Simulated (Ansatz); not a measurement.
A plane-wave DFT run in Ansatz 0.2.0 (scalar-relativistic PAW potentials unless the input names others): input and command.

```yaml
crystal:
  lattice:
    - [-1.64737573, 1.655654, 1.655654]
    - [1.64737573, -1.655654, 1.655654]
    - [1.64737573, 1.655654, -1.655654]
  atoms:
    - { symbol: Ag, position: [0.0, 0.0, 0.0] }
kpoints:
  mp_grid: { grid: [20, 20, 20] }
hamiltonian:
  xc: pbe
scf:
  occupations: { method: gaussian, width: 0.15 }
output:
  forces: true
  eigenvalues: true
  stress: true
```

```bash
ansatz run input.yaml --threads 1 --pin off --max-ram 2560MiB --backend cpu --events-out ev --progress --plain --runs-dir out
```

Abridged log:
```
Basis set: ecut = 420 eV, 369 PW (Γ), exchange–correlation on 40×40×40 points (8 copies of the dense FFT grid, shifted against one another)
Bands: 14, of which v1, the nominal top of the filled ones, is band 10 counted from 1 (9 counted from 0)
Symmetry: 16 space group operations
k-points: 641 of 8000
SCF iter   1: F=—  HF=-7590.520536 eV  |F-HF|=—  |Δ(HF+E_count)|=         —  Δρ=8.63e-4  dr2=2.87e-5  ethr=1.77e-3  ⟨swp⟩=4.5  Hψ=42811  notcnv=0
SCF iter   2: F=—  HF=-7590.520732 eV  |F-HF|=—  |Δ(HF+E_count)|=   1.96e-4  Δρ=4.94e-4  dr2=1.13e-5  ethr=1.51e-7  ⟨swp⟩=2.1  Hψ=20159  notcnv=0
SCF iter   3: F=—  HF=-7590.520762 eV  |F-HF|=—  |Δ(HF+E_count)|=   2.99e-5  Δρ=6.90e-5  dr2=4.20e-7  ethr=5.93e-8  ⟨swp⟩=2.0  Hψ=12233  notcnv=0
SCF iter   4: F=-7590.520762 eV  HF=-7590.520762 eV  |F-HF|=5.83e-8  |Δ(HF+E_count)|=   2.42e-7  Δρ=1.95e-5  dr2=2.86e-8  ethr=2.21e-9  ⟨swp⟩=2.4  Hψ=14073  notcnv=0
SCF iter   5: F=-7590.520762 eV  HF=-7590.520762 eV  |F-HF|=9.49e-10  |Δ(HF+E_count)|=   6.35e-8  Δρ=3.21e-6  dr2=8.57e-10  ethr=1.51e-10  ⟨swp⟩=2.0  Hψ=12257  notcnv=0
SCF iter   6: F=-7590.520762 eV  HF=-7590.520762 eV  |F-HF|=1.18e-11  |Δ(HF+E_count)|=   1.13e-9  Δρ=7.38e-7  dr2=8.02e-11  ethr=4.51e-12  ⟨swp⟩=2.7  Hψ=27500  notcnv=0
SCF 1 converged in 6 iterations: F = -7590.520762 eV  dr2 = 8.02e-11
SCF converged after 6 iterations
Free energy (F): -7590.520762 eV
Harris-Foulkes:  -7590.520762 eV  (|F-HF|=1.18e-11)
Internal energy: -7590.515711 eV  (E = F + TS)
E sigma→0 (E₀):  -7590.518237 eV
Entropy (-TS):   -0.005051 eV (-5.051 meV/atom)
Fermi energy:    16.122957 eV
--- Forces (eV/Å), atoms counted from 1 ---
  atom   1  Ag     0.00000000     0.00000000     0.00000000
--- Stress (GPa, compression-positive) ---
       -0.365398       0.000000       0.000000
        0.000000      -0.236819       0.000000
        0.000000       0.000000      -0.236819
  P = ⅓ Tr σ = -0.2797 GPa (-2.797 kbar)
```

Apart from outputs and empty bands, the input differs from a reference run on usual settings in hamiltonian.xc: "r2scan" → "pbe"; basis.ecutwfc: 650.0 → not typed. The reference, at the same geometry (not necessarily relaxed), gave pressure -3.17 GPa, largest force 0.000 eV/Å, no gap on the mesh. This run converged in 6 SCF iterations (reference: 6) with a total energy on another zero, pressure -0.28 GPa, largest force 0.000 eV/Å, no gap on the mesh.

The run took 9.8 s on 1 thread of AMD EPYC (Zen 3), on a shared host, peak memory 0.44 GiB.